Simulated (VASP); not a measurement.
# Sb in VASP: further runs

One sheet, Sb, is run at these levels: PBE, r2SCAN+D4, vdW-DF-cx; tasks: work function, density of states.

All numbers are computed with VASP 6.6.1; they aren't measurements. Logs are shortened: lines on timing, memory, paths and dates and some standing lists are left out, and cuts for length are marked.

## Step 1: The structure

The cell holds a sheet with vacuum, 2 atoms: a = 3.231 Å, b = 3.110 Å, c = 31.360 Å, α = 90.00°, β = 90.00°, γ = 90.00°.

The cell was built by a generator and needn't be a form met in nature.

## Step 2: Work function, PBE

Input file INCAR:

```
  ALGO = Normal
  DIPOL = 0.5 0.5 0.287
  EDIFF = 1E-6
  ENCUT = 520
  GGA = PE
  IDIPOL = 3
  ISIF = 2
  ISMEAR = 0
  LASPH = True
  LCHARG = True
  LDIPOL = True
  LELF = True
  LREAL = False
  LVACPOTAV = True
  LVHAR = True
  LWAVE = False
  NELM = 60
  PREC = Accurate
  SIGMA = 0.05
```

Input file KPOINTS:

```
k-points
0
Gamma
  8 9 1
```

Input file POSCAR:

```
Sb
1.0
    3.2305600000      0.0000000000      0.0000000000
    0.0000000000      3.1098000000      0.0000000000
    0.0000000000      0.0000000000     31.3600000000
Sb
2
Direct
    0.0000000000      0.0000000000      0.2463800000
    0.5000000000      0.0000000000      0.3276000000
```

Potentials or basis: VASP PAW PBE potentials, release 64 (Sb).

Launch:

```bash
$ cat potpaw_PBE.64/Sb/POTCAR > POTCAR
$ mpirun -np 1 vasp_std > vasp.out
```

OUTCAR:

```text
EDIFF = 1E-6
   ENCUT = 520
   GGA = PE
   ISIF = 2
   ISMEAR = 0
   LASPH = True
   LREAL = False
   NELM = 60
   PREC = Accurate

 ion  position               nearest neighbor table
   1  0.000  0.000  0.246-   2 3.02   2 3.02
   2  0.500  0.000  0.328-   1 3.02   1 3.02

  LATTYP: Found a simple orthorhombic cell.
 ALAT       =     3.1098000000
 B/A-ratio  =     1.0388320792
 C/A-ratio  =    10.0842497910

  Lattice vectors:

 A1 = (   0.0000000000,  -3.1098000000,   0.0000000000)
 A2 = (   3.2305600000,   0.0000000000,   0.0000000000)
 A3 = (   0.0000000000,   0.0000000000,  31.3600000000)

Analysis of symmetry for initial positions (statically):
=====================================================================
 Subroutine PRICEL returns:
 Original cell was already a primitive cell.

 Routine SETGRP: Setting up the symmetry group for a
 simple orthorhombic supercell.

 Subroutine GETGRP returns: Found  8 space group operations
 (whereof  4 operations were pure point group operations)
 out of a pool of  8 trial point group operations.

The static configuration has the point symmetry C_2v.
 The point group associated with its full space group is D_2h.

Analysis of symmetry for dynamics (positions and initial velocities):
=====================================================================
 Subroutine PRICEL returns:
 Original cell was already a primitive cell.

 Routine SETGRP: Setting up the symmetry group for a
 simple orthorhombic supercell.

 Subroutine GETGRP returns: Found  8 space group operations
 (whereof  4 operations were pure point group operations)
 out of a pool of  8 trial point group operations.

The dynamic configuration has the point symmetry C_2v.
 The point group associated with its full space group is D_2h.

 Subroutine INISYM returns: Found  8 space group operations
 (whereof  4 operations are pure point group operations),
 and found     1 'primitive' translations

----------------------------------------------------------------------------------------

                                     Primitive cell

  volume of cell :     315.0550

  direct lattice vectors                    reciprocal lattice vectors
     3.230560000  0.000000000  0.000000000     0.309543856  0.000000000  0.000000000
     0.000000000  3.109800000  0.000000000     0.000000000  0.321564088  0.000000000
     0.000000000  0.000000000 31.360000000     0.000000000  0.000000000  0.031887755

  length of vectors
     3.230560000  3.109800000 31.360000000     0.309543856  0.321564088  0.031887755

[... 87 lines left out ...]
   POTIM  = 0.5000    time-step for ionic-motion
   TEBEG  =    0.0;   TEEND  =   0.0 temperature during run
   PSTRESS=    0.0 pullay stress
   NELECT =      10.0000    total number of electrons
   NUPDOWN=      -1.0000    fix difference up-down
   EMIN   =  10.00;   EMAX   =-10.00  energy-range for DOS
   EFERMI =   0.00;   METHOD = LEGACY
   ISMEAR =     0;   SIGMA  =   0.05  broadening in eV -4-tet -1-fermi 0-gaus
   EFERMI_NEDOS =   21; number of points for ismear=-14 and -15
   IALGO  =     38    algorithm
   IMIX   =      4    mixing-type and parameters
     AMIX     =   0.40;   BMIX     =  1.00
     AMIX_MAG =   1.60;   BMIX_MAG =  1.00
  volume/ion in A,a.u.               =     157.53      1063.05
  Fermi-wavevector in a.u.,A,eV,Ry     =   0.518338  0.979516  3.655530  0.268674
  Thomas-Fermi vector in A             =   1.535183
   LORBIT       =      0    0 simple, 1 ext, 2 COOP (PROOUT), +10 PAW based schemes
   GGA     = PE    functional components
   LHFCALC =     F    Hartree Fock is set to
   AEXX    =    0.0000 exact exchange contribution
   IVDW    =     0    specifies the selected vdW correction
   LEPSILON=     F    determine dielectric tensor
   LRPA    =     F    only Hartree local field effects (RPA)
 non-spin polarized calculation
 Gauss-broadening in eV      SIGMA  =   0.05
  energy-cutoff  :      520.00
  volume of cell :      315.05
 maximum number of plane-waves:      8552
   NGX = 13   NGY = 11   NGZ =117

 number of electron      10.0000000 magnetization

 dipolmoment           0.000000      0.000000     -0.000008 electrons x Angstroem

 number of electron       9.9999999 magnetization

 dipolmoment           0.000000      0.000000      0.000007 electrons x Angstroem

 Free energy of the ion-electron system (eV)
  ---------------------------------------------------
  ext. energy  EPLUGINS =         0.00000000
  ---------------------------------------------------
  free energy    TOTEN  =        -7.75705100 eV

  energy without entropy =       -7.75417482  energy(sigma->0) =       -7.75561291

 E-fermi :  -1.7730     XC(G=0):  -2.2243

 val. band max:       -1.7749746424   @ k =   0.2500   0.1111   0.0000
 cond. band min:      -1.6553557754   @ k =   0.3750   0.3333   0.0000
 fundamental gap:      0.1196188670
 Fermi energy:        -1.7730056197

 k-point     1 :       0.0000    0.0000    0.0000
  band No.  band energies     occupation
      1     -14.2853      2.00000
      2     -11.7290      2.00000
      3      -5.7424      2.00000
      4      -1.2220      0.00000
      5       0.1283      0.00000
      6       1.3839      0.00000
      7       1.5838      0.00000
      8       2.0454      0.00000
      9       2.1486      0.00000
[... 265 lines left out ...]
 k-point    24 :       0.3750    0.4444    0.0000
  band No.  band energies     occupation
      1     -10.1188      2.00000
      2      -8.1578      2.00000
      3      -5.4040      2.00000
      4      -4.6287      2.00000
      5      -4.1541      2.00000
      6      -3.1179      2.00000
      7      -1.0047      0.00000
      8       1.2895      0.00000
      9       1.5687      0.00000

 [... further k-points ...]
[... 5 lines left out ...]
  --------------------------------------------------------------------------------------
  -------------------------------------------------------------------------------------
  Total        1.3129934      0.1520087      0.1599305      0.0000000      0.0000000      0.0000000
  in kB        6.6770833      0.7730237      0.8133090      0.0000000      0.0000000      0.0000000
  external PRESSURE =       2.7544720 kB  Pullay stress =       0.0000000 kB

 VOLUME and BASIS-vectors are now :
 -----------------------------------------------------------------------------
  energy-cutoff  :      520.00
  volume of cell :      315.05
      direct lattice vectors                 reciprocal lattice vectors
     3.230560000  0.000000000  0.000000000     0.309543856  0.000000000  0.000000000
     0.000000000  3.109800000  0.000000000     0.000000000  0.321564088  0.000000000
     0.000000000  0.000000000 31.360000000     0.000000000  0.000000000  0.031887755

 POSITION                                       TOTAL-FORCE (eV/Angst)
 -----------------------------------------------------------------------------------
      0.00000      0.00000      7.72648         0.000000      0.000000     -0.063534
      1.61528      0.00000     10.27354         0.000000      0.000000      0.063534
 -----------------------------------------------------------------------------------
    total drift:                               -0.000000      0.000000      0.000037

  FREE ENERGIE OF THE ION-ELECTRON SYSTEM (eV)
  ---------------------------------------------------
  free  energy   TOTEN  =        -7.7570510004 eV

  energy  without entropy=       -7.7541748192  energy(sigma->0) =       -7.75561291

 vacuum level on the upper side and lower side of the slab         2.115         2.115
```

stdout:

```text
POSCAR found type information on POSCAR Sb
 POSCAR found :  1 types and       2 ions
 scaLAPACK will be used
 LDA part: xc-table for (Slater+PW92), standard interpolation
 POSCAR, INCAR and KPOINTS ok, starting setup
 FFT: planning ... GRIDC
 FFT: planning ... GRID_SOFT
 FFT: planning ... GRID
 WAVECAR not read
 entering main loop
 -----------------------------------------------------------------------------
|                                                                             |
|           W    W    AA    RRRRR   N    N  II  N    N   GGGG   !!!           |
|           W    W   A  A   R    R  NN   N  II  NN   N  G    G  !!!           |
|           W    W  A    A  R    R  N N  N  II  N N  N  G       !!!           |
|           W WW W  AAAAAA  RRRRR   N  N N  II  N  N N  G  GGG   !            |
|           WW  WW  A    A  R   R   N   NN  II  N   NN  G    G                |
|           W    W  A    A  R    R  N    N  II  N    N   GGGG   !!!           |
|                                                                             |
|     Did not find any points to average over, which means that no vacuum     |
|     field-free region was found. Please increase the size of  your cell     |
|     in the dimension of the dipole correction to obtain accurate            |
|     workfunction values.                                                    |
|                                                                             |
 -----------------------------------------------------------------------------
```

Wall time 50 s (1 thread of Intel Xeon 6975P-C (Granite Rapids), shared host); peak memory 0.37 GiB.

Results:

* Free energy: -7.7571 eV
* Largest force: 0.064 eV/Å
* Band gap on the k mesh: none (metal or under the smearing width)
* Work function of the upper face: 3.89 eV
* Work function of the lower face: 3.89 eV

Forces in eV/Å, atoms in the order of the input:
```
Sb   0.000  0.000 -0.064
Sb   0.000  0.000  0.064
```

Levels at points of the mesh, in eV from the Fermi level:
```
           k point  band 3  band 4  band 5  band 6  band 7  band 8
(0.00, 0.00, 0.00)   -3.97    0.55    1.90    3.16    3.36    3.82
(0.50, 0.00, 0.00)   -4.74   -4.74   -0.19   -0.19    5.29    5.29
```

## Step 3: Work function, r2SCAN+D4, collinear spin, ferrimagnetic start (atoms moved at random, drawn with an rms of 0.15 Å)

Input file INCAR:

```
PREC = Accurate
ENCUT = 500
EDIFF = 1E-6
ISMEAR = 0
SIGMA = 0.01
LREAL = False
LASPH = True
NELM = 60
ALGO = Normal
ISIF = 2
LWAVE = False
LCHARG = True
ISPIN = 2
MAGMOM = 0.5 -0.25
LORBIT = 11
LDIPOL = True
IDIPOL = 3
DIPOL = 0.5 0.5 0.289
METAGGA = R2SCAN
LMIXTAU = True
IVDW = 13
VDW_S6 = 1.0
VDW_S8 = 0.6018749
VDW_A1 = 0.51559235
VDW_A2 = 5.77342911
LELF = True
LVHAR = True
LVACPOTAV = True
```

Input file KPOINTS:

```
Automatic mesh
0
Gamma
  8 9 1
```

Input file POSCAR:

```
Sb
3.2306
    0.999987618399      0.000000000000      0.000000000000
    0.000000000000      0.962607565158      0.000000000000
    0.000000000000      0.000000000000      9.707175137745
Sb
2
Direct
    0.0011070000      0.0033440000      0.2437340000
    0.5049520000     -0.0361190000      0.3343880000
```

Potentials or basis: VASP PAW PBE potentials, release 64 (Sb).

Launch:

```bash
$ cat potpaw_PBE.64/Sb/POTCAR > POTCAR
$ mpirun -np 1 vasp_std > vasp.out
```

OUTCAR:

```text
PREC = Accurate
   ENCUT = 500
   EDIFF = 1E-6
   ISMEAR = 0
   LREAL = False
   LASPH = True
   NELM = 60
   ISIF = 2
   ISPIN = 2
   LORBIT = 11
   METAGGA = R2SCAN
   IVDW = 13

 ion  position               nearest neighbor table
   1  0.001  0.003  0.244-   2 3.27   2 3.28
   2  0.505  0.964  0.334-   1 3.27   1 3.28

  LATTYP: Found a simple orthorhombic cell.
 ALAT       =     3.1098000000
 B/A-ratio  =     1.0388320792
 C/A-ratio  =    10.0842497910

  Lattice vectors:

 A1 = (   0.0000000000,  -3.1098000000,   0.0000000000)
 A2 = (   3.2305600000,   0.0000000000,   0.0000000000)
 A3 = (   0.0000000000,   0.0000000000,  31.3600000000)

Analysis of symmetry for initial positions (statically):
=====================================================================
 Subroutine PRICEL returns:
 Original cell was already a primitive cell.

 Routine SETGRP: Setting up the symmetry group for a
 simple orthorhombic supercell.

 Subroutine GETGRP returns: Found  2 space group operations
[... 773 lines left out ...]
      9       3.2798      0.00000

 [... further k-points ...]

------------------------ aborting loop because EDIFF is reached ----------------------------------------

  DFT-D4 for vdW energy calculation

  Edisp (eV):   -0.19954

  FORCE on cell =-STRESS in cart. coord.  units (eV):
  Direction    XX          YY          ZZ          XY          YZ          ZX
  --------------------------------------------------------------------------------------
  -------------------------------------------------------------------------------------
  Total      -1.34599    -0.01152    -2.58144    -0.00163     0.26021     0.00903
  in kB      -6.84491    -0.05858   -13.12762    -0.00827     1.32326     0.04593
  external pressure =       -6.68 kB  Pullay stress =        0.00 kB

 VOLUME and BASIS-vectors are now :
 -----------------------------------------------------------------------------
  energy-cutoff  :      500.00
  volume of cell :      315.05
      direct lattice vectors                 reciprocal lattice vectors
     3.230560000  0.000000000  0.000000000     0.309543856  0.000000000  0.000000000
     0.000000000  3.109800000  0.000000000     0.000000000  0.321564088  0.000000000
     0.000000000  0.000000000 31.360000000     0.000000000  0.000000000  0.031887755

 POSITION                                       TOTAL-FORCE (eV/Angst)
 -----------------------------------------------------------------------------------
      0.00358      0.01040      7.64350        -0.003507     -0.091487      0.959575
      1.63128      2.99748     10.48641         0.003507      0.091487     -0.959575
 -----------------------------------------------------------------------------------
    total drift:                                0.000051      0.000068      0.000049

  FREE ENERGIE OF THE ION-ELECTRON SYSTEM (eV)
  ---------------------------------------------------
  free  energy   TOTEN  =       -50.7745751366 eV

  energy  without entropy=      -50.7745750366  energy(sigma->0) =      -50.77457509

 vacuum level on the upper side and lower side of the slab         2.416         1.874

 total charge

# of ion       s       p       d       tot
------------------------------------------
    1        1.211   1.082   0.030   2.322
    2        1.211   1.081   0.030   2.321
--------------------------------------------------
tot          2.422   2.162   0.059   4.643

 magnetization (x)

# of ion       s       p       d       tot
------------------------------------------
    1        0.001   0.015   0.001   0.016
    2        0.001   0.015   0.001   0.016
--------------------------------------------------
tot          0.002   0.029   0.001   0.033
```

OSZICAR:

```text
N       E                     dE             d eps       ncg     rms          rms(c)
DAV:   1     0.143471043562E+02    0.14347E+02   -0.26757E+03  1332   0.654E+02
DAV:   2    -0.483441577289E+02   -0.62691E+02   -0.53163E+02  2197   0.938E+01
DAV:   3    -0.518461427051E+02   -0.35020E+01   -0.34568E+01  1700   0.348E+01
[... 37 lines left out ...]
DAV:  41    -0.505750206294E+02   -0.15039E-05   -0.42216E-06  1468   0.308E-02    0.428E-02
DAV:  42    -0.505750277367E+02   -0.71073E-05   -0.50522E-06  1404   0.309E-02    0.424E-02
DAV:  43    -0.505750306986E+02   -0.29619E-05   -0.15177E-06  1566   0.181E-02    0.421E-02
DAV:  44    -0.505750390970E+02   -0.83984E-05   -0.79357E-07  1454   0.122E-02    0.416E-02
DAV:  45    -0.505750399506E+02   -0.85360E-06   -0.10568E-06  1452   0.143E-02
   1 F= -.50774575E+02 E0= -.50774575E+02  d E =-.100015E-06  mag=     0.0918
```

It took 14 min on 1 thread of Intel Xeon 6975P-C (Granite Rapids), shared host; peak memory 0.64 GiB.

Results:

| Item | Value |
| --- | --- |
| Free energy | -50.7746 eV |
| Largest force | 0.964 eV/Å |
| Band gap on the k mesh | none (metal or under the smearing width) |
| Net moment | 0.09 μB per cell |
| Valence electrons inside the program's atomic spheres | Sb 2.32 |
| Dispersion energy per atom | -0.100 eV |
| Work function of the upper face | 4.57 eV |
| Work function of the lower face | 4.02 eV |

Forces on the atoms (eV/Å):
```
Sb  -0.004 -0.091  0.960
Sb   0.004  0.091 -0.960
```

Caveat: the PAW data sets were made with another functional, which shifts forces and pressure a little.

## Step 4: Density of states, vdW-DF-cx, non-collinear spin, antiferromagnetic start, spin-orbit coupling

Input file POSCAR:

```
Sb
1.0
    3.2305600000      0.0000000000      0.0000000000
    0.0000000000      3.1098000000      0.0000000000
    0.0000000000      0.0000000000     31.3600000000
Sb
2
Direct
    0.0000000000      0.0000000000      0.2463800000
    0.5000000000      0.0000000000      0.3276000000
```

Input file INCAR.step1:

```
PREC = Accurate ; ENCUT = 500
EDIFF = 1E-6 ; ISMEAR = -1
SIGMA = 0.1 ; LREAL = F
LASPH = T ; NELM = 60
ALGO = Normal ; ISIF = 2
LWAVE = F ; LCHARG = T
MAGMOM = 0.5 0 0 -0.5 0 0 ; LSORBIT = T
GGA_COMPAT = F ; LORBMOM = T
LDIPOL = T ; IDIPOL = 3
DIPOL = 0.5 0.5 0.287 ; GGA = CX
LUSE_VDW = T ; AGGAC = 0.0
NBANDS = 12
```

Input file KPOINTS.step1:

```
regular mesh
0
Gamma
  6 7 1
```

Input file INCAR.step2:

```
PREC = Accurate ; ENCUT = 500
EDIFF = 1E-6 ; ISMEAR = -5
SIGMA = 0.1 ; LREAL = F
LASPH = T ; NELM = 60
ALGO = Normal ; ISIF = 2
LWAVE = F ; LCHARG = F
MAGMOM = 0.5 0 0 -0.5 0 0 ; LORBIT = 11
LSORBIT = T ; GGA_COMPAT = F
LORBMOM = T ; LDIPOL = T
IDIPOL = 3 ; DIPOL = 0.5 0.5 0.287
GGA = CX ; LUSE_VDW = T
AGGAC = 0.0 ; NBANDS = 12
NEDOS = 1001 ; ICHARG = 11
```

Input file KPOINTS.step2:

```
regular mesh
0
Gamma
  9 11 1
```

Potentials or basis: VASP PAW PBE potentials, release 54 (Sb).

Launch:

```bash
$ cat potpaw_PBE.54/Sb/POTCAR > POTCAR
$ cp INCAR.step1 INCAR
$ cp KPOINTS.step1 KPOINTS
$ mpirun -np 1 vasp_ncl > vasp.out
$ cp INCAR.step2 INCAR
$ cp KPOINTS.step2 KPOINTS
$ mpirun -np 1 vasp_ncl > vasp.out
```

Run time: 13 min. Hardware: 1 thread of Intel Xeon 6975P-C (Granite Rapids), shared host; peak memory 1.9 GiB.

It converged, with:

```
Net moment                                            : 0.00 μB per cell
Valence electrons inside the program's atomic spheres : Sb 2.38
```

Moments on the atoms (μB; x, y, z):
```
Sb  0.00 0.00 0.00
Sb  0.00 0.00 0.00
```

Caveat: the PAW data sets were made with another functional, which shifts forces and pressure a little.

## Step 5: The reference run

An earlier run on the cell as given: functional PBE; potentials or basis VASP PAW PBE potentials, release 64 (Sb); cutoff 520 eV; k mesh 8 × 9 × 1; occupations fermi-dirac, width 0.05 eV; no spin polarisation.

- Largest force: 0.070 eV/Å
- Band gap on the k mesh: none (metal or under the smearing width)

## Step 6: The runs side by side

```csv
task,level,potentials or basis,spin,cell,k mesh,cutoff (eV),smearing,k mesh for the DOS,occupations for the DOS,other keys,gap on the mesh (eV),moment (μB),largest force (eV/Å),work function (eV)
work function,PBE,"VASP PAW PBE potentials, release 64 (Sb)",off,as given,8 × 9 × 1,520,gaussian 0.05 eV,-,-,-,none,-,0.06,3.89
work function,r2SCAN+D4,"VASP PAW PBE potentials, release 64 (Sb)","collinear, ferrimagnetic start","atoms moved at random, drawn with an rms of 0.15 Å",8 × 9 × 1,500,gaussian 0.01 eV,-,-,-,none,0.09,0.96,4.57
density of states,vdW-DF-cx,"VASP PAW PBE potentials, release 54 (Sb)","non-collinear, antiferromagnetic start, SOC",as given,6 × 7 × 1,500,fermi-dirac 0.1 eV,9 × 11 × 1,tetrahedron,NBANDS = 12,-,0.00,-,-
single point,PBE,"VASP PAW PBE potentials, release 64 (Sb)",off,as given,8 × 9 × 1,520,fermi-dirac 0.05 eV,-,-,-,none,-,0.07,-
```

Caveats: the PAW data sets were made with another functional, which shifts forces and pressure a little (some runs).

Total energies depend on the potentials used, so only differences within one code and one set of settings carry meaning.
